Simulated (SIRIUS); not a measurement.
# SrCl2 (Fm-3m) in SIRIUS: reference runs

How does SrCl2 come out in PBEsol? The cell is run as given and disturbed, and energy against volume gives the equilibrium volume and stiffness.

Everything below comes from runs of SIRIUS 7.12.0. Logs are shortened: lines on timing, memory, paths and dates and some standing lists are left out, and cuts for length are marked. The log counts tension as positive stress, the text compression.

## 1. Starting point

The structure is cubic, space group Fm-3m (No. 225). Conventional cell: a = 6.977 Å, b = 6.977 Å, c = 6.977 Å, α = 90.00°, β = 90.00°, γ = 90.00°. Sr (site symmetry m-3m) has 8 Cl at 3.02 Å as nearest neighbours. Around Cl (site symmetry -43m) lie 4 Sr at 3.02 Å.

## 2. Single point, PBEsol

The input, sirius.json:

```json
{
  "control": {
    "processing_unit": "cpu",
    "std_evp_solver_name": "lapack",
    "gen_evp_solver_name": "lapack",
    "verbosity": 2,
    "print_forces": true,
    "ortho_rf": true,
    "use_second_variation": true,
    "rmt_max": 3.0,
    "num_bands_to_print": 24,
    "save_wf": true
  },
  "parameters": {
    "electronic_structure_method": "full_potential_lapwlo",
    "xc_functionals": ["XC_GGA_X_PBE_SOL", "XC_GGA_C_PBE_SOL"],
    "core_relativity": "dirac",
    "valence_relativity": "iora",
    "num_fv_states": 31,
    "smearing": "fermi_dirac",
    "smearing_width": 0.0018374661,
    "pw_cutoff": 20,
    "gk_cutoff": 3.41,
    "lmax_apw": 10,
    "lmax_rho": 8,
    "lmax_pot": 8,
    "num_mag_dims": 0,
    "auto_rmt": 0,
    "ngridk": [7, 7, 7],
    "shiftk": [0, 0, 0],
    "num_dft_iter": 80,
    "energy_tol": 1e-07,
    "density_tol": 1e-05,
    "use_symmetry": true
  },
  "settings": {"tol_ne": 1e-10},
  "iterative_solver": {"type": "exact"},
  "mixer": {"type": "anderson", "beta": 0.5, "max_history": 8},
  "unit_cell": {
    "lattice_vectors": [[0.0, 6.5920261268, 6.5920261268], [6.5920261268, 0.0, 6.5920261268], [6.5920261268, 6.5920261268, 0.0]],
    "atom_types": ["Cl", "Sr"],
    "atom_files": {"Cl": "Cl.json", "Sr": "Sr.json"},
    "atoms": {"Cl": [[0.75, 0.75, 0.75], [0.25, 0.25, 0.25]], "Sr": [[0.0, 0.0, 0.0]]}
  }
}
```

The input, Cl.json:

```json
{
  "name": "chlorine",
  "symbol": "Cl",
  "number": 17,
  "mass": 35.453,
  "rmin": 1e-06,
  "rmt": 2.29,
  "nrmt": 800,
  "rinf": 12.23,
  "core": "1s2s",
  "valence": [
    {"basis": [{"enu": -0.17, "dme": 0, "n": 0, "auto": 0}, {"enu": -0.17, "dme": 1, "n": 0, "auto": 0}]},
    {"l": 0, "n": 1, "basis": [{"enu": -0.2399, "dme": 0, "n": 0, "auto": 0}]},
    {"l": 1, "n": 2, "basis": [{"enu": -0.07, "dme": 0, "n": 0, "auto": 0}]},
    {"l": 2, "n": 3, "basis": [{"enu": -0.07, "dme": 0, "n": 0, "auto": 0}]},
    {"l": 3, "n": 4, "basis": [{"enu": -0.07, "dme": 0, "n": 0, "auto": 0}]}
  ],
  "lo": [
    {
      "l": 0,
      "basis": [{"enu": -0.2399, "dme": 0, "n": 0, "auto": 0}, {"enu": -0.2399, "dme": 1, "n": 0, "auto": 0}]
    },
    {
      "l": 0,
      "basis": [{"enu": -0.2399, "dme": 1, "n": 0, "auto": 0}, {"enu": -0.2399, "dme": 2, "n": 0, "auto": 0}]
    },
    {
      "l": 0,
      "basis": [{"enu": -0.2399, "dme": 0, "n": 0, "auto": 0}, {"enu": 2.0484, "dme": 0, "n": 0, "auto": 0}]
    },
    {"l": 1, "basis": [{"enu": -0.07, "dme": 0, "n": 0, "auto": 0}, {"enu": -0.07, "dme": 1, "n": 0, "auto": 0}]},
    {"l": 1, "basis": [{"enu": -0.07, "dme": 1, "n": 0, "auto": 0}, {"enu": -0.07, "dme": 2, "n": 0, "auto": 0}]},
    {
      "l": 1,
      "basis": [{"enu": -6.789, "dme": 0, "n": 2, "auto": 1}, {"enu": -6.789, "dme": 1, "n": 2, "auto": 1}]
    },
    {
      "l": 1,
      "basis": [{"enu": -0.07, "dme": 0, "n": 0, "auto": 0}, {"enu": 2.5615, "dme": 0, "n": 0, "auto": 0}]
    },
    {"l": 2, "basis": [{"enu": -0.07, "dme": 0, "n": 0, "auto": 0}, {"enu": -0.07, "dme": 1, "n": 0, "auto": 0}]},
    {"l": 2, "basis": [{"enu": -0.07, "dme": 1, "n": 0, "auto": 0}, {"enu": -0.07, "dme": 2, "n": 0, "auto": 0}]},
    {
      "l": 2,
      "basis": [{"enu": -0.07, "dme": 0, "n": 0, "auto": 0}, {"enu": 2.9048, "dme": 0, "n": 0, "auto": 0}]
    },
    {"l": 3, "basis": [{"enu": -0.07, "dme": 0, "n": 0, "auto": 0}, {"enu": -0.07, "dme": 1, "n": 0, "auto": 0}]}
  ],
  "free_atom": [... radial grid and density of the free atom, the start of the SCF ...]
}
```

The input, Sr.json:

```json
{
  "name": "strontium",
  "symbol": "Sr",
  "number": 38,
  "mass": 87.62,
  "rmin": 1e-06,
  "rmt": 2.54,
  "nrmt": 800,
  "rinf": 19.56,
  "core": "1s2s2p3s3p",
  "valence": [
    {"basis": [{"enu": -0.17, "dme": 0, "n": 0, "auto": 0}, {"enu": -0.17, "dme": 1, "n": 0, "auto": 0}]},
    {"l": 0, "n": 1, "basis": [{"enu": -0.07, "dme": 0, "n": 0, "auto": 0}]},
    {"l": 1, "n": 2, "basis": [{"enu": -0.07, "dme": 0, "n": 0, "auto": 0}]},
    {"l": 2, "n": 3, "basis": [{"enu": -0.07, "dme": 0, "n": 0, "auto": 0}]},
    {"l": 3, "n": 4, "basis": [{"enu": -0.07, "dme": 0, "n": 0, "auto": 0}]}
  ],
  "lo": [
    {"l": 0, "basis": [{"enu": -0.07, "dme": 0, "n": 0, "auto": 0}, {"enu": -0.07, "dme": 1, "n": 0, "auto": 0}]},
    {
      "l": 0,
      "basis": [{"enu": -1.4375, "dme": 0, "n": 4, "auto": 1}, {"enu": -1.4375, "dme": 1, "n": 4, "auto": 1}]
    },
    {
      "l": 0,
      "basis": [{"enu": -1.4375, "dme": 1, "n": 4, "auto": 1}, {"enu": -0.07, "dme": 0, "n": 0, "auto": 0}]
    },
    {"l": 0, "basis": [{"enu": -0.07, "dme": 0, "n": 0, "auto": 0}, {"enu": 2.41, "dme": 0, "n": 0, "auto": 0}]},
    {"l": 1, "basis": [{"enu": -0.07, "dme": 0, "n": 0, "auto": 0}, {"enu": -0.07, "dme": 1, "n": 0, "auto": 0}]},
    {
      "l": 1,
      "basis": [{"enu": -0.7765, "dme": 0, "n": 4, "auto": 1}, {"enu": -0.7765, "dme": 1, "n": 4, "auto": 1}]
    },
    {
      "l": 1,
      "basis": [{"enu": -0.7765, "dme": 1, "n": 4, "auto": 1}, {"enu": -0.07, "dme": 0, "n": 0, "auto": 0}]
    },
    {"l": 1, "basis": [{"enu": -0.07, "dme": 0, "n": 0, "auto": 0}, {"enu": 2.782, "dme": 0, "n": 0, "auto": 0}]},
    {"l": 2, "basis": [{"enu": -0.07, "dme": 0, "n": 0, "auto": 0}, {"enu": -0.07, "dme": 1, "n": 0, "auto": 0}]},
    {
      "l": 2,
      "basis": [{"enu": -4.6514, "dme": 0, "n": 3, "auto": 1}, {"enu": -4.6514, "dme": 1, "n": 3, "auto": 1}]
    },
    {
      "l": 2,
      "basis": [{"enu": -4.6514, "dme": 1, "n": 3, "auto": 1}, {"enu": -0.07, "dme": 0, "n": 0, "auto": 0}]
    },
    {"l": 2, "basis": [{"enu": -0.07, "dme": 0, "n": 0, "auto": 0}, {"enu": 3.154, "dme": 0, "n": 0, "auto": 0}]},
    {"l": 3, "basis": [{"enu": -0.07, "dme": 0, "n": 0, "auto": 0}, {"enu": -0.07, "dme": 1, "n": 0, "auto": 0}]},
    {"l": 3, "basis": [{"enu": -0.07, "dme": 0, "n": 0, "auto": 0}, {"enu": 2.627, "dme": 0, "n": 0, "auto": 0}]}
  ],
  "free_atom": [... radial grid and density of the free atom, the start of the SCF ...]
}
```

The input, sirius_start.json:

```json
{
  "control": {
    "processing_unit": "cpu",
    "std_evp_solver_name": "lapack",
    "gen_evp_solver_name": "lapack",
    "verbosity": 1,
    "print_forces": false,
    "ortho_rf": true,
    "use_second_variation": true,
    "rmt_max": 3.0,
    "num_bands_to_print": 24,
    "save_wf": false
  },
  "parameters": {
    "electronic_structure_method": "full_potential_lapwlo",
    "xc_functionals": ["XC_LDA_X", "XC_LDA_C_PW"],
    "core_relativity": "dirac",
    "valence_relativity": "iora",
    "num_fv_states": 31,
    "smearing": "fermi_dirac",
    "smearing_width": 0.0055123983,
    "pw_cutoff": 20,
    "gk_cutoff": 2.72,
    "lmax_apw": 10,
    "lmax_rho": 8,
    "lmax_pot": 8,
    "num_mag_dims": 0,
    "auto_rmt": 0,
    "ngridk": [3, 3, 3],
    "shiftk": [0, 0, 0],
    "num_dft_iter": 30,
    "energy_tol": 0.01,
    "density_tol": 0.05,
    "use_symmetry": true
  },
  "settings": {"tol_ne": 1e-10},
  "iterative_solver": {"type": "exact"},
  "mixer": {"type": "anderson", "beta": 0.5, "max_history": 8},
  "unit_cell": {
    "lattice_vectors": [[0.0, 6.5920261268, 6.5920261268], [6.5920261268, 0.0, 6.5920261268], [6.5920261268, 6.5920261268, 0.0]],
    "atom_types": ["Cl", "Sr"],
    "atom_files": {"Cl": "Cl.json", "Sr": "Sr.json"},
    "atoms": {"Cl": [[0.75, 0.75, 0.75], [0.25, 0.25, 0.25]], "Sr": [[0.0, 0.0, 0.0]]}
  }
}
```

Potentials or basis: all-electron FP-LAPW, apw+lo standard.

The run is started by

```sh
> OMP_NUM_THREADS=1 sirius.scf --input=sirius_start.json --output=start.json
> OMP_NUM_THREADS=1 sirius.scf --input=sirius.json --output=output.json --task=1
```

Standard output:

```text
[info] SIRIUS version : 7.12.0
[info] number of MPI ranks           : 1
[info] MPI grid                      : 1 1
[info] maximum number of OMP threads : 1
[fft] FFT context for density and potential
[fft] =====================================
[fft]   plane wave cutoff                     : 20
[fft]   grid size                             : 64 64 64   total : 262144
[fft]   grid limits                           : -31 32   -31 32   -31 32
[fft]   number of G-vectors within the cutoff : 77377
[fft]   number of G-shells                    : 1961
[fft] FFT context for coarse grid
[fft] =====================================
[fft]   plane wave cutoff                     : 6.82
[fft]   grid size                             : 24 24 24   total : 13824
[fft]   grid limits                           : -11 12   -11 12   -11 12
[fft]   number of G-vectors within the cutoff : 3119
[fft]   number of G-shells                    : 111
[unit cell] lattice vectors
[unit cell]   a1 :       0.0000000000      6.5920261268      6.5920261268
[unit cell]   a2 :       6.5920261268      0.0000000000      6.5920261268
[unit cell]   a3 :       6.5920261268      6.5920261268      0.0000000000
[unit cell] reciprocal lattice vectors
[unit cell]   b1 :      -0.4765746666      0.4765746666      0.4765746666
[unit cell]   b2 :       0.4765746666     -0.4765746666      0.4765746666
[unit cell]   b3 :       0.4765746666      0.4765746666     -0.4765746666
[unit cell] unit cell volume :       572.91046536 [a.u.^3]
[unit cell] 1/sqrt(omega)    :         0.04177886
[unit cell] MT volume        :       169.24824415 (29.54%)
[unit cell] IT volume        :       403.66222121 (70.46%)
[unit cell] number of atom types : 2
[unit cell] type id : 0 symbol : Cl mt_radius :   2.290000 num_atoms : 2
[unit cell] type id : 1 symbol : Sr mt_radius :   2.540000 num_atoms : 1
[unit cell] total number of atoms : 3
[unit cell] number of symmetry classes : 2
[unit cell] atom id  type id  class id             position                      vector_field
[unit cell] ------------------------------------------------------------------------------------------
[unit cell]      0        0        0      0.75000   0.75000   0.75000      0.00000   0.00000   0.00000
[... 353 lines left out ...]
[diagonalize] ik:   19   -6.691099   -6.691099   -6.691099   -6.691099   -6.691099   -6.691099   -4.383459   -4.383459   -4.383364   -4.383364   -4.383364   -1.182078   -0.530159   -0.528064   -0.522545   -0.443196   -0.441028   -0.070925   -0.058920   -0.030833   -0.018126    0.006934    0.015799    0.243091
[generate_core_charge_density] atom class : 0
[generate_core_charge_density]   n,l,k : 1 0 1  energy :        -100.59715000
[generate_core_charge_density]   n,l,k : 2 0 1  energy :          -8.92497315
[generate_core_charge_density] atom class : 1
[generate_core_charge_density]   n,l,k : 1 0 1  energy :        -584.74988960
[generate_core_charge_density]   n,l,k : 2 0 1  energy :         -78.89796144
[generate_core_charge_density]   n,l,k : 2 1 1  energy :         -71.78955538
[generate_core_charge_density]   n,l,k : 2 1 2  energy :         -69.27803045
[generate_core_charge_density]   n,l,k : 3 0 1  energy :         -11.92440945
[generate_core_charge_density]   n,l,k : 3 1 1  energy :          -9.34354252
[generate_core_charge_density]   n,l,k : 3 1 2  energy :          -8.95815267
[find] Total energy                   :   -4099.84146909 (Ha),   -8199.68293817 (Ry)
[... 21 lines left out ...]
[find] valence_eval_sum               :    -131.41201484
[find] core_eval_sum                  :   -2264.20649072
[find] kinetic energy                 :    4198.83049529
[find] enuc                           :   -4946.86709055
[find] <rho|V^{XC}>                   :    -207.50686016
[find] <rho|E^{XC}>                   :    -158.33386373
[find] <mag|B^{XC}>                   :       0.00000000
[find] <rho|V^{H}>                    :   -6386.94214045
[find] smearing (-TS)                 :       0.00000000
[find] SCF correction                 :       0.00006185
[find] Total energy                   :   -4099.84146738 (Ha),   -8199.68293475 (Ry)
[find] Free energy (E-TS)             :   -4099.84146738 (Ha),   -8199.68293475 (Ry)
[find] band gap (eV)                  :       5.18320460
[find] Efermi                         :       0.11372473
[find] iteration : 6, RMS (target) : 3.0520e-06 (1.0000e-05) , energy difference (target) : 9.3059e-09 (1.0000e-07)
[find] converged after 7 SCF iterations!
[find] Charges and magnetic moments
[find] --------------------------------------------------------------------------------
[find] atom      charge    core leakage
[find] --------------------------------------------------------------------------------
[find]    0   15.922316    6.288123e-07
[find]    1   15.922316    6.288123e-07
[find]    2   35.828289    3.680045e-07
[find] total core leakage    : 1.62562909e-06
[find] interstitial charge   : 4.327077
[find] total charge          : 71.999998
[find] Energy
[find] --------------------------------------------------------------------------------
[find] valence_eval_sum               :    -131.41201484
[find] core_eval_sum                  :   -2264.20649072
[find] kinetic energy                 :    4198.83049529
[find] enuc                           :   -4946.86709055
[find] <rho|V^{XC}>                   :    -207.50686016
[find] <rho|E^{XC}>                   :    -158.33386373
[find] <mag|B^{XC}>                   :       0.00000000
[find] <rho|V^{H}>                    :   -6386.94214045
[find] smearing (-TS)                 :       0.00000000
[find] SCF correction                 :       0.00006185
[find] Total energy                   :   -4099.84146738 (Ha),   -8199.68293475 (Ry)
[find] Free energy (E-TS)             :   -4099.84146738 (Ha),   -8199.68293475 (Ry)
[find] band gap (eV)                  :       5.18320460
[find] Efermi                         :       0.11372473
[ground_state]
[ground_state] ==== total Forces in Ha/bohr =====
[ground_state] atom:    0, force:       0.0000000      0.0000000      0.0000000
[ground_state] atom:    1, force:      -0.0000000     -0.0000000     -0.0000000
[ground_state] atom:    2, force:       0.0000000      0.0000000      0.0000000
[ground_state] ==== contribution from density =====
[ground_state] atom:    0, force:      -0.0000000     -0.0000000     -0.0000000
[ground_state] atom:    1, force:       0.0000000      0.0000000      0.0000000
[ground_state] atom:    2, force:       0.0000000      0.0000000      0.0000000
[ground_state] ==== contribution from Hartree potential =====
[ground_state] atom:    0, force:      -0.0000000      0.0000000     -0.0000000
[ground_state] atom:    1, force:      -0.0000000      0.0000000      0.0000000
[ground_state] atom:    2, force:       0.0000000      0.0000000      0.0000000
[ground_state] ==== contribution from IBS =====
[ground_state] atom:    0, force:       0.0000000      0.0000000      0.0000000
[ground_state] atom:    1, force:      -0.0000000     -0.0000000     -0.0000000
[ground_state] atom:    2, force:       0.0000000      0.0000000      0.0000000
```

It took 83 s on 1 thread of Intel Xeon Platinum 8488C (Sapphire Rapids), shared host; peak memory 0.61 GiB.

What came out:

```yaml
Free_energy: -111562.3697 eV
Band_gap_on_the_k_mesh: 5.18 eV, indirect (least direct gap 5.49 eV)
All_electrons_inside_the_program's_atomic_spheres: Sr 35.83; Cl 15.92 (radii Cl 2.29, Sr 2.54 bohr)
```

Levels at points of the mesh, in eV from the valence-band top:
| k point | band 20 | band 21 | band 22 | band 23 | band 24 | band 25 | band 26 | band 27 |
| --- | --- | --- | --- | --- | --- | --- | --- | --- |
| (0.00, 0.00, 0.00) | -2.12 | -0.30 | -0.30 | -0.30 | 5.18 | 6.02 | 6.02 | 8.85 |

Caveat: an odd mesh through Γ misses points on the zone boundary, where band edges often lie.

[end of part 1 of 4]
